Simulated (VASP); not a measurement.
A run of VASP 6.6.1 is set up as follows.

Contents of INCAR:

```
ALGO = Normal
EDIFF = 1E-7
EDIFFG = -0.005
ENCUT = 600
GGA = AM
IBRION = 2
ISIF = 3
ISMEAR = 0
LASPH = T
LCHARG = F
LREAL = F
LWAVE = F
NELM = 80
NSW = 90
PREC = Accurate
SIGMA = 0.03
```

Contents of KPOINTS:

```
k-points
0
Gamma
  10 10 10
```

POSCAR

```
ZnS                                     
1.0
   -0.0000000000      2.6870534751      2.6870534751
    2.6870534751      0.0000000000      2.6870534751
    2.6870534751      2.6870534751      0.0000000000
  Zn              S             
     1     1
Direct
     0.2500000000000000    0.2500000000000000    0.2500000000000000
     0.0000000000000000    0.0000000000000000    0.0000000000000000
```

Potentials or basis: VASP PAW PBE potentials, release 64 (Zn, S).

Launch:

```bash
$ cat potpaw_PBE.64/Zn/POTCAR potpaw_PBE.64/S/POTCAR > POTCAR
$ mpirun -np 1 vasp_std > vasp.out
```

What does it give for the band gap on the k mesh?

2.17 eV, direct.

Final structure:
```
Zn S
1.0
     0.00000    2.68705    2.68705
     2.68705    0.00000    2.68705
     2.68705    2.68705    0.00000
Zn S
1 1
Direct
  0.25000 0.25000 0.25000
  0.00000 0.00000 0.00000
```

Caveat: the relaxation stopped at its first step, so nothing moved. AM05 gaps usually lie below the measured ones, often by a third to a half.
